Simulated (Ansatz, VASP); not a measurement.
Al5As: VASP beside Ansatz

The input INCAR:

```
SYSTEM = Al5As
  ALGO = Normal
  EDIFF = 1E-6
  EDIFFG = -0.08
  ENCUT = 600
  GGA = PE
  IBRION = 2
  ISIF = 3
  ISMEAR = 0
  LASPH = .TRUE.
  LCHARG = .FALSE.
  LREAL = .FALSE.
  LWAVE = .FALSE.
  NELM = 60
  NSW = 36
  PREC = Accurate
  SIGMA = 0.2
```

KPOINTS

```
k-points
0
G
  4 4 3
  0 0 0
```

Contents of POSCAR:

```
Al5As
1.0
    3.9700000000      0.0000000000      0.0000000000
    0.0000000000      3.9700000000      0.0000000000
    0.0000000000      0.0000000000      6.7000000000
Al As
5 1
Direct
    0.5000000000      0.0000000000      0.2100000000
    0.5000000000      0.0000000000      0.7800000000
    0.0000000000      0.5000000000      0.7800000000
    0.5000000000      0.5000000000      0.5000000000
    0.0000000000      0.0000000000      0.5000000000
    0.0000000000      0.0000000000      0.0000000000
```

Input for Ansatz:

```yaml
crystal:
  lattice:
    - [3.97, 0.0, 0.0]
    - [0.0, 3.97, 0.0]
    - [0.0, 0.0, 6.7]
  atoms:
    - { symbol: Al, position: [0.5, 0.0, 0.21] }
    - { symbol: Al, position: [0.5, 0.0, 0.78] }
    - { symbol: Al, position: [0.0, 0.5, 0.78] }
    - { symbol: Al, position: [0.5, 0.5, 0.5] }
    - { symbol: Al, position: [0.0, 0.0, 0.5] }
    - { symbol: As, position: [0.0, 0.0, 0.0] }
basis:
  ecutwfc: 420
kpoints:
  mp_grid: { grid: [4, 4, 3] }
hamiltonian:
  xc: pbe
scf:
  occupations: { method: gaussian, width: 0.2 }
  lower_state_search: "off"
output:
  forces: true
  stress: true
  eigenvalues: true
relax:
  adjacent_minimum: "off"
  f_tol: 0.08
  max_steps: 16
  cell: { stress_tol: 0.8 }
```

Alike in both runs: task relaxation of cell and atoms; functional PBE; k mesh 4 × 4 × 3; occupations gaussian, width 0.2 eV; no spin polarisation.

```csv
,VASP,Ansatz
version,VASP 6.6.1,Ansatz 0.2.0
potentials or method,"VASP PAW PBE potentials, release 64 (Al, As)","scalar-relativistic, plane waves, PAW"
plane-wave cutoff (eV),600,420
valence electrons in the cell,20,30
```

```csv
,VASP,Ansatz,Ansatz less VASP
"gap on the k mesh at the Fermi level, each at its own relaxed structure (eV)",none,none,-
relaxed volume (Å³/atom),20.06,20.09,+0.022
relaxed cell length with the largest relative difference (Å),7.052,7.088,+0.0361
energy change over the relaxation (meV/atom),-128,-126,+2.0
```

A gap of «none» marks a metal or a gap that the smearing closes. The two sets of potentials don't hold the same shells in valence.

Caveats: the k mesh is coarse (spacing up to 0.40 Å⁻¹), so the values aren't converged.
